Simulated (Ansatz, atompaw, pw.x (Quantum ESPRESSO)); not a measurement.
**silicon (Si): does the PAW (atompaw) potential hold in the solid?**

silicon, PAW, made with atompaw 4.2.0.5 (LDA (PW92), scalar-relativistic). Core [Ne], reference 3s2 3p2. Waves: 3s (bound): rc 2.00 bohr; 3s channel at 1.55 Ry: rc 1.40 bohr; 3p (bound): rc 2.00 bohr; 3p channel at 0.25 Ry: rc 2.00 bohr; 3d channel at 0.05 Ry: rc 2.00 bohr. Local part: bessel scheme, radius 1.62 bohr. Core correction: smooth core density matched at 1.00 bohr. Augmentation charge: besselshape compensation charge, radius 1.75 bohr; PAW radius 2.00 bohr; waves and projectors: custom rrkj vanderbiltortho.

Atomic tests: cutoffs needed: 8 Ry and 15 Ry (the cutoffs (Ry, on a coarse ladder) from which the occupation-weighted sum of valence levels, in a spherical-Bessel basis at the reference potential, stays within 10 and 1 mRy of its value at 400 Ry); ghost test: no extra level below or beside the all-electron valence levels (s, p, d, f tested) (spherical-Bessel basis up to 400 Ry, 20 bohr box); lowest eigenvalue of the overlap operator: 0.27 (s channel).

Crystal test: diamond Si in pw.x 7.5, no spin, 9³ k-points, Fermi–Dirac smearing 0.01 Ry, cutoffs 40/400 Ry. The reference is all-electron LAPW (Ansatz 0.2.0) with the same functional, mesh and smearing; V0 and B0 come from Birch–Murnaghan fits to the pressures at five volumes. Errors are pseudo minus all-electron; Δ is the rms difference of the E(V) curves that follow from these fits, minima aligned, over ±6 % about the mean V0. Mesh and smearing are coarse, so the numbers serve the comparison and aren't converged zero-temperature values; the lattice is a test structure that the element need not adopt.

| V (Å³/atom) | P all-electron (GPa) | P pseudo (GPa) |
| --- | --- | --- |
| 18.709 | 5.46 | 5.68 |
| 19.202 | 2.53 | 2.72 |
| 19.694 | -0.03 | 0.13 |
| 20.186 | -2.29 | -2.15 |
| 20.679 | -4.26 | -4.15 |

All-electron: a0 = 5.400 Å (V0 = 19.69 Å³/atom), B0 = 96.2 GPa.

Pseudopotential: mean pressure error (GPa): +0.17; a0 (Å): 5.403; a0 error (%): +0.06; B0 error (%): +0.4; Δ (meV/atom): 0.7.

**Question.** At the middle volume, how do free energy and pressure move when the wave cutoff is lowered (ecutrho held at 400 Ry)?

**Answer.**

```json
{"cutoff (Ry)": "18", "shift of F (meV/atom)": "+11.3", "shift of P (GPa)": "-0.27"}
{"cutoff (Ry)": "24", "shift of F (meV/atom)": "+1.5", "shift of P (GPa)": "+0.00"}
{"cutoff (Ry)": "32", "shift of F (meV/atom)": "+0.8", "shift of P (GPa)": "-0.01"}
```

The run at the middle volume (35 k-points, 7 iterations) took about 8.5 s on one core of a shared host (Intel(R) Xeon(R) Platinum 8488C, 192 threads, 1488 GiB, load 69).
